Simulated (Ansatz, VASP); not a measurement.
## One calculation of Si5Ru, two programs

```
Si Ru
1.0
     4.60021    0.00000    0.00000
    -2.30011    3.98390    0.00000
     0.00000    0.00000    5.16490
Si Ru
5 1
Cartesian
  2.3001 0.0000 2.5825
  -1.1501 1.9920 2.5825
  1.1501 1.9920 2.5825
  0.0000 2.6559 0.0000
  2.3001 1.3280 0.0000
  0.0000 0.0000 0.0000
```

Alike in both runs: task single point; functional PBE; k mesh 6 × 6 × 4; occupations gaussian, width 0.1 eV; no spin polarisation.

```csv
,VASP,Ansatz
version,VASP 6.6.1,Ansatz 0.2.0
potentials or method,"VASP PAW PBE potentials, release 64 (Si, Ru_pv)","scalar-relativistic, plane waves, PAW"
plane-wave cutoff (eV),520,420
valence electrons in the cell,34,36
```

```tsv
	VASP	Ansatz	Ansatz less VASP
gap on the k mesh at the Fermi level (eV)	none	none	-
pressure (GPa)	0.2	0.3	+0.08
largest component of the traceless stress (GPa)	6.12	6.18	+0.056
```

A gap of «none» marks a metal or a gap that the smearing closes. The functional is the same, so the differences come from potentials, cutoffs and numerics. The two sets of potentials don't hold the same shells in valence.
